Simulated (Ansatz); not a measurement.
**Bi2Te3 (Tellurobismuthite) in Ansatz: the effect of functional**

Crystal: Bi2Te3 (Tellurobismuthite).

```
Bi Te
1.0
     2.19300    1.26613   10.16567
    -2.19300    1.26613   10.16567
     0.00000   -2.53226   10.16567
Bi Te
2 3
Direct
  0.60000 0.60000 0.60000
  0.40000 0.40000 0.40000
  0.79050 0.79050 0.79050
  0.20950 0.20950 0.20950
  0.00000 0.00000 0.00000
```

Alike in all runs:

* Program: Ansatz 0.2.0
* Task: band structure
* Potentials or basis: Ansatz PAW
* k mesh: 7 × 7 × 7
* Occupations: fermi-dirac, width 0.05 eV
* Spin: no spin polarisation

**Question.** One run gave: gap on the mesh 0.21 eV; pressure -1.8 GPa; largest force 0.19 eV/Å. Which functional did it use?
A. RPBE
B. LDA
C. r2SCAN
D. BLYP
E. PBE

**Answer.** B.

```csv
functional,cutoff,gap on the mesh (eV),pressure (GPa),largest force (eV/Å)
LDA,420 eV (not typed: the program's choice for these potentials),0.21,-1.8,0.19
PBE,420 eV (not typed: the program's choice for these potentials),0.29,1.9,0.04
PBEsol,420 eV (not typed: the program's choice for these potentials),0.24,-0.6,0.11
RPBE,420 eV (not typed: the program's choice for these potentials),0.34,3.3,0.04
revPBE,420 eV (not typed: the program's choice for these potentials),0.33,2.9,0.04
BLYP,420 eV (not typed: the program's choice for these potentials),0.33,5.4,0.06
r2SCAN,500 eV (not typed: the program's choice for these potentials),0.52,1.3,0.29
```

Caveats: spin-orbit coupling is left out, which as a rule narrows the gap of such compounds by several tenths of an eV; the PAW data sets come from PBE, with cores solved anew for the run's functional, which leaves a small shift of forces and pressure (some runs).

